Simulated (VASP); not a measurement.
# TaS2 (P-3m1) in VASP: further runs

One crystal, TaS2, is run at these levels: optPBE-vdW, PBE; tasks: relaxation of cell and atoms, single point.

All numbers are computed with VASP 6.6.1; they aren't measurements. Logs are shortened: lines on timing, memory, paths and dates and some standing lists are left out, and cuts for length are marked.

**1. The structure**

Symmetry: P-3m1, No. 164, trigonal system. The conventional cell has a = 3.350 Å, b = 3.350 Å, c = 5.860 Å, α = 90.00°, β = 90.00°, γ = 120.00°. Ta (site symmetry -3m) has 6 S at 2.43 Å as nearest neighbours. Around S (site symmetry 3m) lie 3 Ta at 2.43 Å.

**2. Relaxation of cell and atoms, optPBE-vdW, spin-orbit coupling, no magnetisation**

Input file INCAR:

```
SYSTEM = TaS2
  PREC = Accurate
  ENCUT = 600
  EDIFF = 1E-6
  ISMEAR = 0
  SIGMA = 0.05
  LREAL = .FALSE.
  LASPH = .TRUE.
  NELM = 80
  ALGO = Normal
  ISIF = 3
  LWAVE = .FALSE.
  LCHARG = .FALSE.
  MAGMOM = 0 0 0 0 0 0 0 0 0
  LORBIT = 11
  LSORBIT = .TRUE.
  GGA_COMPAT = .FALSE.
  LMAXMIX = 4
  GGA = OR
  LUSE_VDW = .TRUE.
  AGGAC = 0.0
  IBRION = 2
  NSW = 60
  EDIFFG = -0.02
```

Input file KPOINTS:

```
regular mesh
0
G
  7 7 4
  0 0 0
```

Input file POSCAR:

```
TaS2
1.0
    3.3500000000      0.0000000000      0.0000000000
   -1.6750000000      2.9011851027      0.0000000000
    0.0000000000      0.0000000000      5.8600000000
Ta S
1 2
Direct
    0.0000000000      0.0000000000      0.0000000000
    0.6666666667      0.3333333333      0.7500000000
    0.3333333333      0.6666666667      0.2500000000
```

Potentials or basis: VASP PAW PBE potentials, release 64 (Ta_pv, S).

The run is started by

```sh
$ cat potpaw_PBE.64/Ta_pv/POTCAR potpaw_PBE.64/S/POTCAR > POTCAR
$ mpirun -np 1 vasp_ncl > vasp.out
```

OUTCAR:

```text
SYSTEM = TaS2
   PREC = Accurate
   ENCUT = 600
   EDIFF = 1E-6
   ISMEAR = 0
   LREAL = .FALSE.
   LASPH = .TRUE.
   NELM = 80
   ISIF = 3
   LORBIT = 11
   LSORBIT = .TRUE.
   GGA = OR
   IBRION = 2
   NSW = 60
   EDIFFG = -0.02

 ion  position               nearest neighbor table
   1  0.000  0.000  0.000-   2 2.43   3 2.43   2 2.43   3 2.43   2 2.43   3 2.43
   2  0.667  0.333  0.750-   1 2.43   1 2.43   1 2.43
   3  0.333  0.667  0.250-   1 2.43   1 2.43   1 2.43

  LATTYP: Found a hexagonal cell.
 ALAT       =     3.3500000000
 C/A-ratio  =     1.7492537313

  Lattice vectors:

 A1 = (   3.3500000000,   0.0000000000,   0.0000000000)
 A2 = (  -1.6750000000,   2.9011851027,   0.0000000000)
 A3 = (   0.0000000000,   0.0000000000,   5.8600000000)

Analysis of symmetry for initial positions (statically):
=====================================================================
 Subroutine PRICEL returns:
 Original cell was already a primitive cell.

 Routine SETGRP: Setting up the symmetry group for a
 hexagonal supercell.

 Subroutine GETGRP returns: Found 12 space group operations
 (whereof 12 operations were pure point group operations)
 out of a pool of 24 trial point group operations.

The static configuration has the point symmetry D_3d.

Analysis of symmetry for dynamics (positions and initial velocities):
=====================================================================
 Subroutine PRICEL returns:
 Original cell was already a primitive cell.

 Routine SETGRP: Setting up the symmetry group for a
 hexagonal supercell.

 Subroutine GETGRP returns: Found 12 space group operations
 (whereof 12 operations were pure point group operations)
 out of a pool of 24 trial point group operations.

The dynamic configuration has the point symmetry D_3d.

Analysis of structural, dynamic, and magnetic symmetry:
=====================================================================
 Subroutine PRICEL returns:
 Original cell was already a primitive cell.

 Routine SETGRP: Setting up the symmetry group for a
 hexagonal supercell.

 Subroutine GETGRP returns: Found 12 space group operations
 (whereof 12 operations were pure point group operations)
 out of a pool of 24 trial point group operations.

The overall configuration has the point symmetry D_3d.

 Subroutine INISYM returns: Found 12 space group operations
 (whereof 12 operations are pure point group operations),
 and found     1 'primitive' translations

----------------------------------------------------------------------------------------

                                     Primitive cell

  volume of cell :      56.9532

  direct lattice vectors                    reciprocal lattice vectors
     3.350000000  0.000000000  0.000000000     0.298507463  0.172343364  0.000000000
    -1.675000000  2.901185103  0.000000000     0.000000000  0.344686728  0.000000000
     0.000000000  0.000000000  5.860000000     0.000000000  0.000000000  0.170648464

  length of vectors
     3.350000000  3.350000000  5.860000000     0.344686728  0.344686728  0.170648464

  position of ions in fractional coordinates (direct lattice)
     0.000000000  0.000000000  0.000000000
     0.666666667  0.333333333  0.750000000
     0.333333333  0.666666667  0.250000000

  ion indices of the primitive-cell ions
   primitive index   ion index
                 1           1
                 2           2
                 3           3

----------------------------------------------------------------------------------------

 KPOINTS: regular mesh

Automatic generation of k-mesh.
 Grid dimensions read from file:
 generate k-points for:    7    7    4

 Generating k-lattice:

  Cartesian coordinates                     Fractional coordinates (reciprocal lattice)
     0.042643923  0.024620481  0.000000000     0.142857143  0.000000000  0.000000000
     0.000000000  0.049240961  0.000000000     0.000000000  0.142857143  0.000000000
     0.000000000  0.000000000  0.042662116     0.000000000  0.000000000  0.250000000

  Length of vectors
     0.049240961  0.049240961  0.042662116

  Shift w.r.t. Gamma in fractional coordinates (k-lattice)
     0.000000000  0.000000000  0.000000000

 Subroutine IBZKPT returns following result:
 ===========================================

 Found     28 irreducible k-points:

 Following reciprocal coordinates:
            Coordinates               Weight
  0.000000  0.000000  0.000000      1.000000
  0.142857  0.000000  0.000000      6.000000
  0.285714  0.000000  0.000000      6.000000
  0.428571  0.000000  0.000000      6.000000
  0.142857  0.142857  0.000000      6.000000
  0.285714  0.142857  0.000000     12.000000
[... 16 lines left out ...]
  0.285714  0.000000  0.500000      6.000000
  0.428571  0.000000  0.500000      6.000000
 [... further k-points ...]
   k-points           NKPTS =     28   k-points in BZ     NKDIM =     28   number of bands    NBANDS=     30
   number of dos      NEDOS =    301   number of ions     NIONS =      3
   total plane-waves  NPLWV =  37632
   dimension x,y,z NGX =    28 NGY =   28 NGZ =   48
   dimension x,y,z NGXF=    56 NGYF=   56 NGZF=   96
   ions per type =               1   2
   NGX,Y,Z   is equivalent  to a cutoff of  13.90, 13.90, 13.62 a.u.
   NGXF,Y,Z  is equivalent  to a cutoff of  27.79, 27.79, 27.23 a.u.
 SYSTEM =  TaS2
   PREC   = accura    normal or accurate (medium, high low for compatibility)
   ISTART =      0    job   : 0-new  1-cont  2-samecut
   ICHARG =      2    charge: 1-file 2-atom 10-const
   ISPIN  =      1    spin polarized calculation?
   LNONCOLLINEAR =      T non collinear calculations
   LSORBIT =      T    spin-orbit coupling
   LASPH  =      T    aspherical Exc in radial PAW
   ENCUT  =  600.0 eV  44.10 Ry    6.64 a.u.   6.69  6.69 11.70*2*pi/ulx,y,z
   NELM   =     80;   NELMIN=  2; NELMDL= -5     # of ELM steps
   EDIFF  = 0.1E-05   stopping-criterion for ELM
   LREAL  =      F    real-space projection
   EDIFFG = -.2E-01   stopping-criterion for IOM
   NSW    =     60    number of steps for IOM
   IBRION =      2    ionic relax: 0-MD 1-quasi-New 2-CG
   NFREE  =      1    steps in history (QN), initial steepest desc. (CG)
   ISIF   =      3    stress and relaxation
   ISYM   =      2    0-nonsym 1-usesym 2-fastsym
   POTIM  = 0.5000    time-step for ionic-motion
   TEBEG  =    0.0;   TEEND  =   0.0 temperature during run
   PSTRESS=    0.0 pullay stress
   NELECT =      23.0000    total number of electrons
   NUPDOWN=      -1.0000    fix difference up-down
   EMIN   =  10.00;   EMAX   =-10.00  energy-range for DOS
   EFERMI =   0.00;   METHOD = LEGACY
   ISMEAR =     0;   SIGMA  =   0.05  broadening in eV -4-tet -1-fermi 0-gaus
   EFERMI_NEDOS =   21; number of points for ismear=-14 and -15
   IALGO  =     38    algorithm
   IMIX   =      4    mixing-type and parameters
     AMIX     =   0.40;   BMIX     =  1.00
     AMIX_MAG =   1.60;   BMIX_MAG =  1.00
  volume/ion in A,a.u.               =      18.98       128.11
  Fermi-wavevector in a.u.,A,eV,Ry     =   1.210073  2.286706 19.922686  1.464276
  Thomas-Fermi vector in A             =   2.345631
   LORBIT       =     11    0 simple, 1 ext, 2 COOP (PROOUT), +10 PAW based schemes
   GGA     = OR    functional components
   LHFCALC =     F    Hartree Fock is set to
   AEXX    =    0.0000 exact exchange contribution
   IVDW_NL    =     1    kernel type
   BPARAM     = 6.3000
   IVDW    =     0    specifies the selected vdW correction
   LEPSILON=     F    determine dielectric tensor
   LRPA    =     F    only Hartree local field effects (RPA)
 conjugate gradient relaxation of ions
 Gauss-broadening in eV      SIGMA  =   0.05
  energy-cutoff  :      600.00
  volume of cell :       56.95
 maximum number of plane-waves:      3862
 NGX is ok and might be reduce to    28
   NGX = 13   NGY = 13   NGZ = 23

--------------------------------------- Ionic step        1  -------------------------------------------

 number of electron      22.9999999 magnetization      -0.0000000     -0.0000000     -0.0000000

 number of electron      22.9999999 magnetization      -0.0000000     -0.0000000      0.0000000

 number of electron      22.9999999 magnetization      -0.0000000      0.0000000      0.0000000

 number of electron      22.9999999 magnetization       0.0000000      0.0000000      0.0000000

 Free energy of the ion-electron system (eV)
  ---------------------------------------------------
  ext. energy  EPLUGINS =         0.00000000
  ---------------------------------------------------
  free energy    TOTEN  =       -17.45303527 eV

  energy without entropy =      -17.44772978  energy(sigma->0) =      -17.45038252

------------------------ aborting loop because EDIFF is reached ----------------------------------------

  FORCE on cell =-STRESS in cart. coord.  units (eV):
  Direction    XX          YY          ZZ          XY          YZ          ZX
  --------------------------------------------------------------------------------------
  -------------------------------------------------------------------------------------
  Total        3.4973928      3.4973928      4.5359200     -0.0000000      0.0000000      0.0000000
  in kB       98.3868661     98.3868661    127.6021836     -0.0000000      0.0000000      0.0000000
  external PRESSURE =     108.1253053 kB  Pullay stress =       0.0000000 kB
[... 28 lines left out ...]
 number of electron      23.0000000 magnetization       0.0000000     -0.0000000      0.0000000

 number of electron      23.0000000 magnetization      -0.0000000      0.0000000     -0.0000000

 E-fermi :   3.8706     XC(G=0):  -9.7302

 val. band max:        3.8406961024   @ k =   0.2857   0.1429   0.5000
 cond. band min:       3.8715594929   @ k =   0.0000   0.1429   0.2500
 fundamental gap:      0.0308633905
 Fermi energy:         3.8705816974

 k-point     1 :       0.0000    0.0000    0.0000
  band No.  band energies     occupation
      1     -37.2510      1.00000
      2     -37.2510      1.00000
      3     -29.4012      1.00000
      4     -29.4012      1.00000
      5     -29.3747      1.00000
      6     -29.3747      1.00000
[... 993 lines left out ...]
 number of electron      23.0000001 magnetization       0.0000000      0.0000000      0.0000000

 number of electron      23.0000001 magnetization      -0.0000000     -0.0000000      0.0000000

 Free energy of the ion-electron system (eV)
  ---------------------------------------------------
  ext. energy  EPLUGINS =         0.00000000
  ---------------------------------------------------
  free energy    TOTEN  =       -17.60923580 eV

  energy without entropy =      -17.60614211  energy(sigma->0) =      -17.60768896

 E-fermi :   5.0626     XC(G=0): -10.2486

 val. band max:        5.0569674406   @ k =   0.0000   0.1429   0.2500
 cond. band min:       5.1211177380   @ k =   0.0000   0.0000   0.2500
 fundamental gap:      0.0641502974
 Fermi energy:         5.0625820726

 k-point     1 :       0.0000    0.0000    0.0000
  band No.  band energies     occupation
      1     -35.7371      1.00000
      2     -35.7371      1.00000
      3     -27.9311      1.00000
      4     -27.9311      1.00000
      5     -27.9039      1.00000
      6     -27.9039      1.00000
[... 817 lines left out ...]
  energy  without entropy=      -17.6061421139  energy(sigma->0) =      -17.60768896

Total vdW correction in eV:      3.1310855

 reached required accuracy - stopping structural energy minimisation

 Spin-Orbit-Coupling matrix elements

 Ion:    1  E_soc:     -1.3286898
 l=   1
     0.0000000    -0.2039518    -0.2048141
    -0.2039518     0.0000000    -0.2039518
    -0.2048141    -0.2039518     0.0000000
 l=   2
     0.0000000    -0.0031279     0.0000000    -0.0031279    -0.0133484
    -0.0031279     0.0000000    -0.0113667    -0.0030339    -0.0031279
     0.0000000    -0.0113667     0.0000000    -0.0113667     0.0000000
    -0.0031279    -0.0030339    -0.0113667     0.0000000    -0.0031279
    -0.0133484    -0.0031279     0.0000000    -0.0031279     0.0000000
 l=   3
     0.0000000     0.0000000     0.0000000     0.0000000     0.0000000     0.0000000     0.0000000
     0.0000000     0.0000000     0.0000000     0.0000000     0.0000000     0.0000000     0.0000000
     0.0000000     0.0000000     0.0000000     0.0000000     0.0000000     0.0000000     0.0000000
     0.0000000     0.0000000     0.0000000     0.0000000     0.0000000     0.0000000     0.0000000
[... 29 lines left out ...]
 l=   2
     0.0000000     0.0000000     0.0000000     0.0000000     0.0000000
     0.0000000     0.0000000     0.0000000     0.0000000     0.0000000
     0.0000000     0.0000000     0.0000000     0.0000000     0.0000000
     0.0000000     0.0000000     0.0000000     0.0000000     0.0000000
     0.0000000     0.0000000     0.0000000     0.0000000     0.0000000
 l=   3
     0.0000000     0.0000000     0.0000000     0.0000000     0.0000000     0.0000000     0.0000000
     0.0000000     0.0000000     0.0000000     0.0000000     0.0000000     0.0000000     0.0000000
     0.0000000     0.0000000     0.0000000     0.0000000     0.0000000     0.0000000     0.0000000
     0.0000000     0.0000000     0.0000000     0.0000000     0.0000000     0.0000000     0.0000000
     0.0000000     0.0000000     0.0000000     0.0000000     0.0000000     0.0000000     0.0000000
     0.0000000     0.0000000     0.0000000     0.0000000     0.0000000     0.0000000     0.0000000
     0.0000000     0.0000000     0.0000000     0.0000000     0.0000000     0.0000000     0.0000000

 total charge

# of ion       s       p       d       tot
------------------------------------------
    1        0.296   6.200   2.248   8.744
    2        1.361   2.382   0.000   3.743
    3        1.361   2.382   0.000   3.743
--------------------------------------------------
tot          3.019  10.964   2.248  16.230

 magnetization (x)

# of ion       s       p       d       tot
------------------------------------------
    1       -0.000  -0.000  -0.000  -0.000
    2        0.000  -0.000   0.000  -0.000
    3        0.000  -0.000   0.000  -0.000
--------------------------------------------------
tot          0.000  -0.000  -0.000  -0.000

 magnetization (y)

# of ion       s       p       d       tot
------------------------------------------
    1        0.000   0.000   0.000   0.000
    2       -0.000   0.000   0.000   0.000
    3        0.000   0.000   0.000   0.000
--------------------------------------------------
tot          0.000   0.000   0.000   0.000

 magnetization (z)

# of ion       s       p       d       tot
------------------------------------------
    1        0.000  -0.000   0.000  -0.000
    2        0.000   0.000   0.000   0.000
    3        0.000   0.000   0.000   0.000
--------------------------------------------------
tot          0.000  -0.000   0.000  -0.000
```

Run time: 23 min. Hardware: 1 thread of AMD EPYC 7R43 (Zen 3), shared host; peak memory 0.64 GiB.

Results:

- Free energy: -17.6092 eV
- Relaxed volume: 20.07 Å³/atom
- Relaxed cell: a = 3.392 Å, b = 3.392 Å, c = 6.041 Å, α = 90.00°, β = 90.00°, γ = 120.00°
- Space group after relaxing (to 0.05 Å): P-3m1 (No. 164)
- Energy gained by relaxing: 52.1 meV/atom
- Ionic steps: 7
- Pressure after relaxing: 0.1 GPa
- Largest force after relaxing: 0.009 eV/Å
- Valence electrons inside the program's atomic spheres: Ta 8.74; S 3.74

Forces on the atoms (eV/Å):
```
Ta   0.000  0.000  0.000
S    0.000  0.000  0.009
S    0.000  0.000 -0.009
```

Step by step:
```csv
step,energy change (eV),largest force (eV/Å),pressure (GPa),volume (Å³)
1,0.0000,1.4653,10.81,56.95
2,0.3138,1.9411,-13.69,68.17
3,-0.1536,0.0114,-0.64,60.71
4,-0.1540,0.0434,-0.24,60.55
5,-0.1540,0.0682,-0.07,60.48
6,-0.1558,0.0287,0.03,60.33
7,-0.1562,0.0088,0.11,60.21
```

Final structure:
```cif
data_structure
_symmetry_space_group_name_H-M 'P 1'
_symmetry_Int_Tables_number 1
_cell_length_a 3.3922
_cell_length_b 3.3922
_cell_length_c 6.0415
_cell_angle_alpha 90.000
_cell_angle_beta 90.000
_cell_angle_gamma 120.000
_cell_volume 60.21
loop_
_atom_site_label
_atom_site_type_symbol
_atom_site_fract_x
_atom_site_fract_y
_atom_site_fract_z
_atom_site_occupancy
Ta1 Ta 0.00000 0.00000 0.00000 1
S1 S 0.66667 0.33333 0.74477 1
S2 S 0.33333 0.66667 0.25523 1
```

Caveat: the PAW data sets were made with another functional, which shifts forces and pressure a little.

[end of part 1 of 3]
